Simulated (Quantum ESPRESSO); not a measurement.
# KCl (Sylvite) under changes of volume

One of the cells (31.151 Å³/atom); the others are scaled copies at fixed shape and fractional positions:

```
K Cl
1.0
     0.00000    3.14647    3.14647
     3.14647    0.00000    3.14647
     3.14647    3.14647    0.00000
K Cl
1 1
Direct
  0.00000 0.00000 0.00000
  0.50000 0.50000 0.50000
```

```yaml
Program: Quantum ESPRESSO 7.5
Functional: r2SCAN
Potentials_or_basis: SG15 PBE 1.2
Cutoff: 952 eV
Density_cutoff: 3810 eV
k_mesh: 5 × 5 × 5
Occupations: fermi-dirac, width 0.05 eV
Spin: no spin polarisation
```

| volume (Å³/atom) | energy over the lowest point (meV/atom) | pressure (GPa) | gap on the mesh (eV) |
| --- | --- | --- | --- |
| 29.282 | 6.89 | 1.3 | 5.97 |
| 29.905 | 2.79 | 0.8 | 5.89 |
| 30.528 | 0.56 | 0.3 | 5.81 |
| 31.151 | 0.00 | -0.1 | 5.74 |
| 31.774 | 0.91 | -0.4 | 5.67 |
| 32.397 | 3.13 | -0.7 | 5.61 |
| 33.020 | ? | ? | ? |

Question: What does the run at 33.020 Å³/atom give?

Answer: Energy over the lowest point 6.50 meV/atom; pressure -1.0 GPa; gap on the mesh 5.55 eV.

Worked out: A Birch-Murnaghan fit of order 3 (a polynomial in V^(-2/3)) to the other rows has its minimum at 31.07 Å³/atom with B0 = V·E''(V) = 19.2 GPa and B' = 5.0. It gives 6.51 meV/atom at 33.020 Å³/atom, against the run's 6.50, and -dE/dV = -1.0 GPa, against -1.0. A straight line through the other rows of the gap, of slope -3.58 eV per unit of ln V (its deformation potential), extrapolates to 5.54 eV, against the run's 5.55.

Energies are extrapolated to zero smearing.

Caveats: the potentials were made for another functional, which shifts forces and pressure; this potential file gives levels or pressures that part from those of other sets.
